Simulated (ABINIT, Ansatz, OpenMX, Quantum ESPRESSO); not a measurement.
# Zn: 4 runs at one level of theory

```xyz
5
Lattice="2.7786 0.0000 0.0000 -1.3893 2.4063 0.0000 0.0000 0.0000 24.0749" Properties=species:S:1:pos:R:3 pbc="T T T"
Zn    1.3893    0.8021    7.5000
Zn    0.0000    1.6042    9.7687
Zn    0.0000    0.0000   12.0375
Zn    1.3893    0.8021   14.3062
Zn    0.0000    1.6042   16.5749
```

Alike in all runs: functional PBE; k mesh 11 × 11 × 1; occupations fermi-dirac, width 0.05 eV; no spin polarisation; no spin-orbit coupling.

```tsv
program and potentials	plane-wave cutoff (eV)	notes	largest force (eV/Å)
Ansatz, Ansatz PAW	420	12 valence electrons an atom on average	?
Quantum ESPRESSO, Ansatz NC SR PBE	1143	20 valence electrons an atom on average	0.062
ABINIT, JTH PAW PBE v2.0	599	12 valence electrons an atom on average	0.062
OpenMX, OpenMX 2013 PBE set, Zn6.0H-s3p2d2, grid cutoff 500 Ry	-	atomic basis; 20 valence electrons an atom on average	0.071
```

Task: Estimate from the other rows what the run with Ansatz, Ansatz PAW gave.

Result: Largest force 0.061 eV/Å. The other rows, which needn't bracket it: largest force 0.062 to 0.071.
